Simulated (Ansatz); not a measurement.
All numbers below come from Ansatz, DFT r2SCAN, scalar-relativistic, plane waves, PAW. Settings: cutoff 500 eV, Γ-centred meshes no coarser than 0.19 Å⁻¹ for metals and 0.3 Å⁻¹ for insulators (2π included), Gaussian smearing.

All energies are static (0 K, no zero-point motion). Only the structures computed here compete, so a lower one can exist. For metals, differences of a few meV/atom aren't resolved. The magnetic state reached may not be the lowest. Compounds of this kind are mostly antiferromagnets with correlated d electrons. The runs began with parallel moments and used no Hubbard U, so such a phase can lie too high, and one that is known to be stable (NiO, say) can come out unstable. Magnetic atoms first started from parallel or listed moments, and other orders weren't tried. The functional can misorder magnetic and non-magnetic phases.

Q: Which of these relaxed structures of NiO is the lowest in energy?
A.

```
Ni O
1.0
     2.58759    0.00000    0.00000
     0.00000    2.58759    0.00000
     0.00000    0.00000    2.58759
Ni O
1 1
Direct
  0.00000 0.00000 0.00000
  0.50000 0.50000 0.50000
```

B.

```
Ni O
1.0
     0.00000    2.09421    2.09421
     2.09421    0.00000    2.09421
     2.09421    2.09421    0.00000
Ni O
1 1
Direct
  0.00000 0.00000 0.00000
  0.50000 0.50000 0.50000
```

A: B. The Fm-3m (No. 225) one; the other lies 862 meV/atom higher.